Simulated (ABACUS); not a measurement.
## Ni under changes of volume

One of the cells (10.597 Å³/atom); the others are scaled copies at fixed shape and fractional positions:

```xyz
1
Lattice="-1.3837 1.3837 1.3837 1.3837 -1.3837 1.3837 1.3837 1.3837 -1.3837" Properties=species:S:1:pos:R:3 pbc="T T T"
Ni    0.0000    0.0000    0.0000
```

This isn't the form of Ni at room conditions, which is fcc.

- Program: ABACUS 3.10.1
- Functional: PBE
- Potentials or basis: PseudoDojo NC SR 0.4.1 PBE standard
- Cutoff: 1361 eV
- Density cutoff: 5442 eV
- Basis: DZP LCAO (the cutoffs set its grid)
- k mesh: 13 × 13 × 13
- Occupations: fermi-dirac, width 0.05 eV
- Spin: collinear spin, ferromagnetic start
- Starting moments: [1.0] μB

```tsv
volume (Å³/atom)	energy over the lowest point (meV/atom)	pressure (GPa)	moment (μB per cell)
9.962	75.18	24.8	0.57
10.174	46.32	18.8	0.59
10.385	25.29	13.4	0.59
10.597	10.95	8.5	0.60
10.809	2.81	4.2	0.61
11.021	0.00	0.4	0.62
11.233	?	?	?
```

Task: What does the run at 11.233 Å³/atom give?

Result: Energy over the lowest point 1.61 meV/atom; pressure -3.0 GPa; moment 0.62 μB per cell.

Worked out: A Birch-Murnaghan fit of order 3 (a polynomial in V^(-2/3)) to the other rows has its minimum at 11.03 Å³/atom, just outside them, with B0 = V·E''(V) = 188 GPa and B' = 5.2. It gives 2.04 meV/atom at 11.233 Å³/atom, against the run's 1.61, and -dE/dV = -3.2 GPa, against -3.0. A straight line through the other rows of the moment, of slope 0.0432 μB per Å³/atom, extrapolates to 0.63 μB, against the run's 0.62.

Energies are extrapolated to zero smearing.

Caveats: the atomic orbitals were generated for these runs and aren't a published set; the basis of atomic orbitals isn't converged, which shifts pressures, moduli and gaps.
